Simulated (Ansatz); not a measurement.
Runs of Ansatz 0.2.0 on Ti. The structure is hexagonal, space group P6/mmm (No. 191). The conventional cell has a = 4.567 Å, b = 4.567 Å, c = 2.826 Å, α = 90.00°, β = 90.00°, γ = 120.00°. Around Ti (site symmetry -6m2) lie 11 Ti at 2.64 to 2.99 Å. Ti (site symmetry 6/mmm) is surrounded by 14 Ti at 2.83 to 2.99 Å. This isn't the form of Ti at room conditions, which is hcp.

```tsv
task	level	potentials or basis	cutoff (eV)	basis error allowed	pressure (GPa)	V0 of scaled cells (Å³/atom)	B0 (GPa)
band structure	PBEsol	all-electron LAPW, non-relativistic	242	0.002 eV/atom	-3.4	-	-
band structure	LDA	all-electron LAPW, scalar-relativistic	241	0.002 eV/atom	(a)	-	-
band structure	PBEsol	all-electron PAW datasets made for the crystal	300	-	-3.7	-	-
single point	PBEsol	all-electron LAPW, scalar-relativistic	261	0.001 eV/atom	-3.7	-	-
equation of state	PBEsol	all-electron LAPW, scalar-relativistic	-	0.001 eV/atom	-	16.47	120
band structure	PBEsol	all-electron LAPW, scalar-relativistic	242	0.002 eV/atom	-3.7	-	-
band structure	PBEsol	all-electron LAPW, inner shells corrected to Dirac's equation	242	0.002 eV/atom	-3.7	-	-
equation of state	PBEsol	all-electron LAPW, scalar-relativistic	-	0.002 eV/atom	-	16.47	120
```

Alike in all rows: no spin polarisation; cell as given; k mesh 7 × 7 × 9; smearing fermi-dirac 0.05 eV.

Task: Fill in the values left out.

Result: (a) -8.0.

Caveats: the cell was scaled at fixed shape and fractional positions, which overstates the stiffness of a crystal with free parameters, most of all of layers and chains (some runs).

Not every run made on this cell is shown here.
